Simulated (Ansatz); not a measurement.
# HfSi: a relaxation, part 3 of 3

Aim: for HfSi, relax the bulk.

Ansatz 0.2.0; DFT PBEsol, scalar-relativistic, plane waves, PAW. The steps go on from the part before.

## 4. Relaxing cell and atoms

File input.yaml:

```yaml
crystal:
  lattice:
    - [6.8518501488, 0.0, 0.0]
    - [0.0, 3.7471898268, 0.0]
    - [0.0, 0.0, 5.1993544582]
  atoms:
    - { symbol: Hf, position: [0.8241661445, 0.25, 0.1259174074] }
    - { symbol: Hf, position: [0.3241661445, 0.25, 0.3740825926] }
    - { symbol: Hf, position: [0.1758338555, 0.75, 0.8740825926] }
    - { symbol: Hf, position: [0.6758338555, 0.75, 0.6259174074] }
    - { symbol: Si, position: [-0.0430898072, 0.25, 0.641087759] }
    - { symbol: Si, position: [0.4569101928, 0.25, 0.858912241] }
    - { symbol: Si, position: [1.0430898072, 0.75, 0.358912241] }
    - { symbol: Si, position: [0.5430898072, 0.75, 0.141087759] }
basis:
  ecutwfc: 420
kpoints:
  mp_grid: { grid: [6, 10, 8] }
hamiltonian:
  xc: pbesol
scf:
  occupations: { method: gaussian, width: 0.1 }
output:
  forces: true
  stress: true
  eigenvalues: true
relax:
  adjacent_minimum: "off"
  f_tol: 0.005
  max_steps: 80
  cell: { stress_tol: 0.05 }
```

Run with:

```
> ansatz run input.yaml --threads 8 --pin off --max-ram 15360MiB --backend cpu --events-out ev --progress --plain --runs-dir out
```

The program printed:

```text
Warning: RAYON_NUM_THREADS=8 ignored (pool sized by the plan → 8); use --threads N
Engine: ansatz 0.2.0, aarch64-unknown-linux-gnu
Pseudopotentials: kind: paw
Pseudopotential: Hf, paw, valence charge 26, recommended cutoff 420 eV (normal), Hf.paw.azcp
Pseudopotential: Si, paw, valence charge 4, recommended cutoff 420 eV (normal), Si.paw.azcp
Functional definition: PBEsol
  exchange = pbesol_x
  correlation = pbesol_c
Crystal: 8 atoms, lattice volume = 133.494 Å³
Basis set: ecut = 420 eV, 2607 PW (Γ), exchange–correlation on 96×54×72 points (8 copies of the dense FFT grid, shifted against one another)
Bands: 72, of which v1, the nominal top of the filled ones, is band 60 counted from 1 (59 counted from 0)
Symmetry: 8 space group operations
Space group: Pnma (ITA 62), of the structure as read, at distance tolerance 5.1e-5 Å
k-points: 120 of 480
Non-local potential: Hf, projectors of the file, l = 0: 3, l = 1: 2, l = 2: 2, l = 3: 3
Non-local potential: Si, projectors of the file, l = 0: 2, l = 1: 2, l = 2: 2
PAW form: soft (Blöchl's): semilocal exchange-correlation on the pseudo side does not see the compensation charge
PAW frozen core: Hf, regenerated for the run's functional, and the local potential with it (the file was generated under x = pbe(κ = 0.804, μ = 0.2195149727645171), c = pbe(β = 0.06672455060314922))
PAW frozen core: Si, regenerated for the run's functional, and the local potential with it (the file was generated under x = pbe(κ = 0.804, μ = 0.2195149727645171), c = pbe(β = 0.06672455060314922))
PAW one-centre angular grid: Hf, 590 points (default); XC on 64 Gauss nodes
PAW one-centre angular grid: Si, 110 points (default); XC on 64 Gauss nodes
Initial density: superposition of atomic densities (neutral atoms: chi_scale 0, normalization atom), corrected by the library's trained network
Initial wavefunctions: pseudopotential atomic-orbital guess
Functional: x = pbesol(κ = 0.804, μ = 0.12345679012345678), c = pbesol(β = 0.046)
SCF iter   1: F=—  HF=-64885.285373 eV  |F-HF|=—  |Δ(HF+E_count)|=         —  Δρ=4.32e-3  dr2=4.90e-2  ethr=1.77e-3  ⟨swp⟩=5.7  Hψ=30344  notcnv=0
preconditioner: auto → Kerker (q_TF=auto, 2.680 Å⁻¹)  [metal: Δε(μ)=0.018 eV  Ē_g=16.253 eV  σ=0.100 eV  W_gap=0.10  n_scr=42 (ndim 8)  ℏωp=34.0 eV  f_vac=0.000  D(μ)=1.72/eV (n_scr^D=8)]
SCF iter   2: F=—  HF=-64885.277858 eV  |F-HF|=—  |Δ(HF+E_count)|=   7.52e-3  Δρ=2.60e-3  dr2=1.73e-2  ethr=4.08e-5  ⟨swp⟩=2.0  Hψ=10493  notcnv=0  defer=3
SCF iter   3: F=—  HF=-64885.273607 eV  |F-HF|=—  |Δ(HF+E_count)|=   4.25e-3  Δρ=3.89e-4  dr2=2.71e-4  ethr=1.44e-5  ⟨swp⟩=2.0  Hψ=10250  notcnv=0  defer=3
SCF iter   4: F=—  HF=-64885.273525 eV  |F-HF|=—  |Δ(HF+E_count)|=   8.20e-5  Δρ=1.44e-4  dr2=4.17e-5  ethr=2.26e-7  ⟨swp⟩=2.1  Hψ=14665  notcnv=0  defer=3
SCF iter   5: F=—  HF=-64885.273484 eV  |F-HF|=—  |Δ(HF+E_count)|=   4.06e-5  Δρ=7.89e-5  dr2=1.02e-5  ethr=3.47e-8  ⟨swp⟩=2.0  Hψ=15172  notcnv=0  defer=3
SCF iter   6: F=—  HF=-64885.273430 eV  |F-HF|=—  |Δ(HF+E_count)|=   5.35e-5  Δρ=2.52e-5  dr2=1.45e-6  ethr=8.51e-9  ⟨swp⟩=2.0  Hψ=15168  notcnv=0  defer=3
SCF iter   7: F=—  HF=-64885.273430 eV  |F-HF|=—  |Δ(HF+E_count)|=   3.55e-7  Δρ=7.95e-6  dr2=1.80e-7  ethr=1.21e-9  ⟨swp⟩=2.0  Hψ=15161  notcnv=0  defer=3
SCF iter   8: F=-64885.273430 eV  HF=-64885.273430 eV  |F-HF|=8.07e-9  |Δ(HF+E_count)|=   7.27e-8  Δρ=2.11e-6  dr2=9.45e-9  ethr=8.33e-11  ⟨swp⟩=9.2  Hψ=36931  notcnv=0
SCF 1 converged in 8 iterations: F = -64885.273430 eV  dr2 = 9.45e-9
relax step   1: F+E_penalty+E_count = -64885.27343000 eV  Δ(F+E_penalty+E_count) = +0.000e0 eV  max|allowed force component| = 6.423e-2 eV/Å  Δτ_max = 0.0000 Å  P = -0.081 GPa  Ω = 133.494 Å³  (8 SCF iters, dr2 threshold 1.00e-7 eV, accepted)
Crystal: 8 atoms, lattice volume = 133.247 Å³
Basis set: ecut = 420 eV, 2627 PW (Γ), exchange–correlation on 96×54×72 points (8 copies of the dense FFT grid, shifted against one another)
Initial density: handed on by an earlier stage of this run
Initial wavefunctions: those handed on with the density
iter 1 solved again at ethr=1.82e-6 eV; its pass at ethr=3.10e-3 eV (dr2=2.19e-3 eV) is discarded
SCF iter   1: F=—  HF=-64885.274995 eV  |F-HF|=—  |Δ(HF+E_count)|=         —  Δρ=1.28e-3  dr2=2.55e-3  ethr=1.82e-6  ⟨swp⟩=2.1  Hψ=37793  notcnv=0
preconditioner: auto → Kerker (q_TF=auto, 2.681 Å⁻¹)  [metal: Δε(μ)=0.020 eV  Ē_g=16.244 eV  σ=0.100 eV  W_gap=0.12  n_scr=42 (ndim 8)  ℏωp=34.0 eV  f_vac=0.000  D(μ)=1.59/eV (n_scr^D=4)]
SCF iter   2: F=—  HF=-64885.274467 eV  |F-HF|=—  |Δ(HF+E_count)|=   5.28e-4  Δρ=7.59e-4  dr2=1.03e-3  ethr=1.82e-6  ⟨swp⟩=1.0  Hψ=8642  notcnv=0
SCF iter   3: F=—  HF=-64885.274107 eV  |F-HF|=—  |Δ(HF+E_count)|=   3.60e-4  Δρ=1.11e-4  dr2=2.03e-5  ethr=8.56e-7  ⟨swp⟩=2.0  Hψ=10534  notcnv=0
SCF iter   4: F=—  HF=-64885.274046 eV  |F-HF|=—  |Δ(HF+E_count)|=   6.13e-5  Δρ=7.12e-5  dr2=6.27e-6  ethr=1.69e-8  ⟨swp⟩=2.0  Hψ=15847  notcnv=0
SCF iter   5: F=—  HF=-64885.274042 eV  |F-HF|=—  |Δ(HF+E_count)|=   4.25e-6  Δρ=3.00e-5  dr2=9.27e-7  ethr=5.23e-9  ⟨swp⟩=2.0  Hψ=14318  notcnv=0
SCF iter   6: F=-64885.274041 eV  HF=-64885.274042 eV  |F-HF|=2.98e-8  |Δ(HF+E_count)|=   3.25e-7  Δρ=6.39e-6  dr2=6.56e-8  ethr=6.67e-10  ⟨swp⟩=5.5  Hψ=34816  notcnv=0
SCF 2 converged in 6 iterations: F = -64885.274041 eV  dr2 = 6.56e-8
relax step   2: F+E_penalty+E_count = -64885.27404150 eV  Δ(F+E_penalty+E_count) = -6.115e-4 eV  max|allowed force component| = 2.039e-2 eV/Å  Δτ_max = 0.0072 Å  P = +0.170 GPa  Ω = 133.247 Å³  energy of the carried Pulay correction = +6.309e-5 eV  (6 SCF iters, dr2 threshold 8.00e-7 eV, accepted)
Crystal: 8 atoms, lattice volume = 133.440 Å³
Basis set: ecut = 420 eV, 2631 PW (Γ), exchange–correlation on 96×54×72 points (8 copies of the dense FFT grid, shifted against one another)
iter 1 solved again at ethr=3.68e-7 eV; its pass at ethr=3.10e-3 eV (dr2=4.42e-4 eV) is discarded
SCF iter   1: F=—  HF=-64885.276028 eV  |F-HF|=—  |Δ(HF+E_count)|=         —  Δρ=6.40e-4  dr2=5.17e-4  ethr=3.68e-7  ⟨swp⟩=3.0  Hψ=37497  notcnv=0
preconditioner: auto → Kerker (q_TF=auto, 2.680 Å⁻¹)  [metal: Δε(μ)=0.029 eV  Ē_g=16.246 eV  σ=0.100 eV  W_gap=0.16  n_scr=42 (ndim 8)  ℏωp=34.0 eV  f_vac=0.000  D(μ)=1.65/eV (n_scr^D=4)]
SCF iter   2: F=—  HF=-64885.275868 eV  |F-HF|=—  |Δ(HF+E_count)|=   1.60e-4  Δρ=3.75e-4  dr2=2.07e-4  ethr=3.68e-7  ⟨swp⟩=1.0  Hψ=8641  notcnv=0
SCF iter   3: F=—  HF=-64885.275795 eV  |F-HF|=—  |Δ(HF+E_count)|=   7.29e-5  Δρ=5.79e-5  dr2=5.99e-6  ethr=1.72e-7  ⟨swp⟩=3.0  Hψ=15960  notcnv=0
SCF iter   4: F=—  HF=-64885.275790 eV  |F-HF|=—  |Δ(HF+E_count)|=   4.80e-6  Δρ=3.68e-5  dr2=1.57e-6  ethr=6.67e-10  ⟨swp⟩=7.1  Hψ=41200  notcnv=0
SCF iter   5: F=-64885.275790 eV  HF=-64885.275790 eV  |F-HF|=7.81e-8  |Δ(HF+E_count)|=   7.22e-7  Δρ=1.43e-5  dr2=1.95e-7  ethr=6.67e-10  ⟨swp⟩=4.9  Hψ=33698  notcnv=0
SCF 3 converged in 5 iterations: F = -64885.275790 eV  dr2 = 1.95e-7
relax step   3: F+E_penalty+E_count = -64885.27578966 eV  Δ(F+E_penalty+E_count) = -1.748e-3 eV  max|allowed force component| = 3.450e-3 eV/Å  Δτ_max = 0.0040 Å  P = -0.039 GPa  Ω = 133.440 Å³  energy of the carried Pulay correction = +1.392e-5 eV  (5 SCF iters, dr2 threshold 8.00e-7 eV, accepted)
Initial wavefunctions: pseudopotential atomic-orbital guess (no wavefunctions were taken with the density)
iter 1 solved again at ethr=1.75e-7 eV; its pass at ethr=3.10e-3 eV (dr2=2.10e-4 eV) is discarded
SCF iter   1: F=—  HF=-64885.275827 eV  |F-HF|=—  |Δ(HF+E_count)|=         —  Δρ=1.50e-5  dr2=1.98e-7  ethr=1.75e-7  ⟨swp⟩=3.0  Hψ=49673  notcnv=0
preconditioner: auto → Kerker (q_TF=auto, 2.680 Å⁻¹)  [metal: Δε(μ)=0.030 eV  Ē_g=16.245 eV  σ=0.100 eV  W_gap=0.17  n_scr=42 (ndim 8)  ℏωp=34.0 eV  f_vac=0.000  D(μ)=1.65/eV (n_scr^D=4)]
SCF iter   2: F=—  HF=-64885.275777 eV  |F-HF|=—  |Δ(HF+E_count)|=   4.97e-5  Δρ=9.39e-6  dr2=9.26e-8  ethr=1.65e-10  ⟨swp⟩=2.2  Hψ=16018  notcnv=0
SCF iter   3: F=—  HF=-64885.275777 eV  |F-HF|=—  |Δ(HF+E_count)|=   1.04e-8  Δρ=1.60e-6  dr2=4.64e-9  ethr=7.72e-11  ⟨swp⟩=2.0  Hψ=10334  notcnv=0
SCF iter   4: F=—  HF=-64885.275777 eV  |F-HF|=—  |Δ(HF+E_count)|=   1.37e-9  Δρ=8.62e-7  dr2=8.48e-10  ethr=3.87e-12  ⟨swp⟩=2.1  Hψ=15039  notcnv=0
SCF iter   5: F=—  HF=-64885.275777 eV  |F-HF|=—  |Δ(HF+E_count)|=  1.96e-10  Δρ=3.14e-7  dr2=1.43e-10  ethr=1.00e-12  ⟨swp⟩=2.0  Hψ=15847  notcnv=0
SCF iter   6: F=-64885.275777 eV  HF=-64885.275777 eV  |F-HF|=2.18e-11  |Δ(HF+E_count)|=  1.67e-10  Δρ=1.05e-7  dr2=1.69e-11  ethr=1.00e-12  ⟨swp⟩=5.2  Hψ=33729  notcnv=0
SCF 4 converged in 6 iterations: F = -64885.275777 eV  dr2 = 1.69e-11
relax step   4: F+E_penalty+E_count = -64885.27577740 eV  Δ(F+E_penalty+E_count) = +1.227e-5 eV  max|allowed force component| = 3.488e-3 eV/Å  Δτ_max = 0.0000 Å  P = -0.040 GPa  Ω = 133.440 Å³  stress off target by 4.75e-2 GPa  SCF on the basis re-selected at this cell (its energy is not comparable with the rows above)  (6 SCF iters)
basis re-selected at this cell: Δ(F+E_penalty+E_count) = +1.227e-5 eV, ΔP = -0.000 GPa vs the last step (what re-selecting the basis moved, of the pressure what is left beyond the Pulay correction that the steps carried, after the strain that the cell walked since its last selection, with what the two solves' SCF thresholds leave and, on support functions, any second-order correction that the steps lacked; it is no measure of the basis error at this ecutwfc). This SCF's stress stands 4.75e-2 GPa from its target on what of the cell is left free (relax.cell.stress_tol is 5.00e-2 GPa) and its largest allowed force component is 3.49e-3 eV/Å (relax.f_tol is 5.00e-3 eV/Å): within both
SCF converged after 6 iterations
Free energy (F): -64885.275777 eV
Harris-Foulkes:  -64885.275777 eV  (|F-HF|=2.18e-11)
Internal energy: -64885.267532 eV  (E = F + TS)
E sigma→0 (E₀):  -64885.271655 eV
Entropy (-TS):   -0.008246 eV (-1.031 meV/atom)
Fermi energy:    17.870737 eV
--- Per-component energies (eV) ---
  E_band       = 125.354693
  E_kinetic    = 1873.581783
  E_local      = -22984.447399  (includes V_loc(G=0)·N_el)
  E_nonlocal   = -4851.700769
  E_hartree    = 10838.772670
  E_xc         = -1418.489906
  E_vxc        = -1263.463255  (∫ρ·V_xc dr)
  E_paw        = -29222.881453  (= ΣΔE_a)
  E_vpaw       = 5673.838510  (= ΣTr[D̂ρ^β])
  E_aug_tail   = 0.000019  (compensation charges beyond the density's cutoff)
  E_ewald      = -19125.233085
  E_core_change = 5.130609  (= ΣΔE_core)
  E_smearing   = -0.008246  (= −TS)
  E_closure    = -0.000000  (closes the sum)
  Σ components = -64885.275777   (vs F -64885.275777, Δ=0.00e0)
--- Forces (eV/Å), atoms counted from 1 ---
  atom   1  Hf     0.00348790    -0.00000000    -0.00245891
  atom   2  Hf     0.00348790    -0.00000000     0.00245891
  atom   3  Hf    -0.00348790     0.00000000     0.00245891
  atom   4  Hf    -0.00348790     0.00000000    -0.00245891
  atom   5  Si     0.00342121     0.00000000    -0.00314256
  atom   6  Si     0.00342121     0.00000000     0.00314256
  atom   7  Si    -0.00342121    -0.00000000     0.00314256
  atom   8  Si    -0.00342121    -0.00000000    -0.00314256
  max |Σ_I F_I| component: 2.43e-17 eV/Å
--- Stress (GPa, compression-positive) ---
       -0.037545      -0.000000       0.000000
       -0.000000      -0.047504       0.000000
        0.000000       0.000000      -0.033707
  P = ⅓ Tr σ = -0.0396 GPa (-0.396 kbar)
--- Band table (eV; the first three rows and the last of 120) ---
  k-point 0: bands = ["-43.8495", "-43.8351", "-43.8274", "-43.8194", "-12.7437", "-12.7423", "-12.7053", "-12.6289", "-12.6177", "-12.5964", "-12.5442", "-12.4915", "-12.4395", "-12.4325", "-12.4322", "-12.3678", "5.6937", "6.1318", "6.1431", "6.1458", "6.1481", "6.1489", "6.1512", "6.1556", "6.1580", "6.1588", "6.1592", "6.1607", "6.1629", "6.1652", "6.1661", "6.1680", "6.1685", "6.1709", "6.1713", "6.1741", "6.1797", "6.1813", "6.1815", "6.1819", "6.1892", "6.1917", "6.1972", "6.1975", "6.2301", "7.6639", "10.7275", "10.9722", "12.5443", "13.4892", "13.5531", "14.0282", "15.0419", "15.1854", "15.4910", "15.7333", "17.0301", "17.3216", "17.5313", "17.6055", "18.2411", "18.5250", "18.7667", "19.1435", "19.1577", "19.8412", "19.8970", "20.4250", "21.2074", "21.6562", "21.8958", "22.1065"]
  k-point 1: bands = ["-43.8487", "-43.8345", "-43.8283", "-43.8199", "-12.7652", "-12.7220", "-12.6827", "-12.6439", "-12.6237", "-12.5795", "-12.5399", "-12.4968", "-12.4479", "-12.4364", "-12.4321", "-12.3742", "5.7729", "6.1312", "6.1434", "6.1440", "6.1484", "6.1493", "6.1510", "6.1545", "6.1563", "6.1575", "6.1603", "6.1612", "6.1642", "6.1645", "6.1654", "6.1659", "6.1693", "6.1722", "6.1728", "6.1745", "6.1794", "6.1811", "6.1821", "6.1827", "6.1891", "6.1920", "6.1979", "6.1986", "6.2405", "7.6324", "10.7029", "11.0863", "12.1169", "13.4080", "14.0264", "14.0275", "14.9055", "15.2754", "15.3281", "15.8481", "17.1802", "17.4171", "17.4417", "17.5405", "18.1131", "18.4192", "18.8878", "18.9444", "19.2065", "19.8821", "19.9221", "20.3709", "21.0627", "21.2093", "21.7461", "22.6287"]
  k-point 2: bands = ["-43.8464", "-43.8327", "-43.8308", "-43.8215", "-12.7763", "-12.6948", "-12.6825", "-12.6374", "-12.6090", "-12.5699", "-12.5278", "-12.5118", "-12.4708", "-12.4486", "-12.4309", "-12.3905", "5.9690", "6.1304", "6.1399", "6.1436", "6.1492", "6.1502", "6.1502", "6.1523", "6.1529", "6.1556", "6.1615", "6.1621", "6.1635", "6.1637", "6.1637", "6.1674", "6.1685", "6.1726", "6.1736", "6.1772", "6.1779", "6.1822", "6.1841", "6.1849", "6.1894", "6.1922", "6.1991", "6.2011", "6.2987", "7.5176", "10.6370", "11.4058", "11.5224", "13.2452", "14.0460", "14.6787", "14.7280", "14.9761", "15.4501", "15.9828", "17.0150", "17.4997", "17.5772", "17.6644", "17.7258", "18.4350", "18.5518", "19.2640", "19.2734", "19.5630", "20.1251", "20.1987", "20.8627", "21.2663", "21.5749", "21.8410"]
  k-point 119: bands = ["-43.8309", "-43.8309", "-43.8309", "-43.8309", "-12.7529", "-12.7529", "-12.7529", "-12.7529", "-12.5739", "-12.5739", "-12.5739", "-12.5739", "-12.4318", "-12.4318", "-12.4318", "-12.4318", "6.1431", "6.1431", "6.1431", "6.1431", "6.1532", "6.1532", "6.1532", "6.1532", "6.1587", "6.1587", "6.1587", "6.1587", "6.1647", "6.1647", "6.1647", "6.1647", "6.1745", "6.1745", "6.1745", "6.1745", "6.1827", "6.1827", "6.1827", "6.1827", "6.1901", "6.1901", "6.1901", "6.1901", "9.1091", "9.1091", "9.1091", "9.1091", "12.8316", "12.8316", "12.8316", "12.8316", "15.1790", "15.1790", "15.1790", "15.1790", "16.1493", "16.1493", "16.1493", "16.1493", "19.8174", "19.8174", "19.8174", "19.8174", "20.8637", "20.8637", "20.8637", "20.8637", "21.7496", "21.7496", "21.7496", "21.7496"]
--- Relaxed structure (3 steps of the walk, 3 accepted, 1 SCFs on fresh bases) ---
  F+E_penalty+E_count = -64885.27577740 eV   max|allowed force component| = 3.488e-3 eV/Å   (the final SCF, on the basis selected at the relaxed cell)
  cell:  # Å, volume = 133.4397 Å³
    - [6.822093721626423, 0.0, 0.0]
    - [0.0, 3.7602084209591067, 0.0]
    - [0.0, 0.0, 5.201821056007183]
  atoms:
    - { symbol: Hf, position: [0.8243564984680346, 0.24999999999999994, 0.12655851389946768] }
    - { symbol: Hf, position: [0.3243564984680345, 0.24999999999999994, 0.3734414861005322] }
    - { symbol: Hf, position: [0.17564350153196548, 0.7499999999999999, 0.873441486100532] }
    - { symbol: Hf, position: [0.6756435015319654, 0.7499999999999999, 0.6265585138994676] }
    - { symbol: Si, position: [-0.0430712311475708, 0.24999999999999994, 0.6402395888536182] }
    - { symbol: Si, position: [0.4569287688524292, 0.24999999999999994, 0.8597604111463814] }
    - { symbol: Si, position: [1.043071231147571, 0.7499999999999999, 0.35976041114638163] }
    - { symbol: Si, position: [0.5430712311475708, 0.7499999999999999, 0.14023958885361829] }
```

It took 36 s on 8 threads of Arm Neoverse V2, shared host; peak memory 1.3 GiB.

Step by step:

```
step  energy from step 1 (eV/cell)  largest force component (eV/Å)  pressure (GPa)  volume (Å³)
   1                        0.0000                          0.0642           -0.08       133.49
   2                       -0.0006                          0.0204            0.17       133.25
   3                       -0.0024                          0.0034           -0.04       133.44
   4                       -0.0023                          0.0035           -0.04       133.44
```

Step 1 is the start. Step 4 repeats the geometry before it on a plane-wave basis chosen anew for that cell, so its energy need not be comparable with the rows above.

|  | before | after | change |
| --- | --- | --- | --- |
| a (Å) | 6.852 | 6.822 | -0.4 % |
| b (Å) | 3.747 | 3.760 | +0.3 % |
| c (Å) | 5.199 | 5.202 | 0.0 % |
| volume (Å³/atom) | 16.69 | 16.68 | 0.0 % |
| shortest distance (Å) | 2.452 | 2.451 | 0.0 % |
| space group (0.01 Å) | Pnma | Pnma | same |

The run keeps the 8 symmetry operations of the start, so it could not have lowered the symmetry.

## 5. Outcome

What follows sums up all 3 parts. Changes of volume or cell count from the first structure of part 1.

```
                                                                     quantity                                                                      value
                                                           bulk: relaxed cell  a = 6.822 Å, b = 3.760 Å, c = 5.202 Å, α = 90.00°, β = 90.00°, γ = 90.00°
                                                   bulk: space group (0.01 Å)                                                              Pnma (No. 62)
                                                                 bulk: volume                                                              16.68 Å³/atom
bulk: formation energy (elements from runs with the same settings, not shown)                                                              -0.90 eV/atom
```

**Reading.** The bulk cell shrank by 1.7 % in volume on relaxing. The shape changed too: the edges of the input's cell moved by -2.6, +0.2, +0.7 %. The runs treat Hf without spin-orbit coupling.
